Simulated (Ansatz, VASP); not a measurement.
## Two plane-wave programs on Ru

```
Ru
1.0
     0.00000    1.91500    1.91500
     1.91500    0.00000    1.91500
     1.91500    1.91500    0.00000
Ru
1
Direct
  0.00000 0.00000 0.00000
```

This isn't the form of Ru at room conditions, which is hcp.

Alike in both runs: task single point; functional PBE; k mesh 12 × 12 × 12; occupations fermi-dirac, width 0.05 eV; no spin polarisation.

|  | VASP | Ansatz |
| --- | --- | --- |
| version | VASP 6.6.1 | Ansatz 0.2.0 |
| potentials or method | VASP PAW PBE potentials, release 64 (Ru_pv) | Ansatz PAW |
| plane-wave cutoff (eV) | 520 | 420 |
| valence electrons in the cell | 14 | 16 |

Ansatz gave:

| Item | Value |
| --- | --- |
| gap on the k mesh at the Fermi level (eV) | none |
| pressure (GPa) | -4.7 |

Q: Estimate VASP's values.

A: gap on the k mesh at the Fermi level (eV): none; pressure (GPa): -4.8.

A gap of «none» marks a metal or a gap that the smearing closes. The two sets of potentials don't hold the same shells in valence.
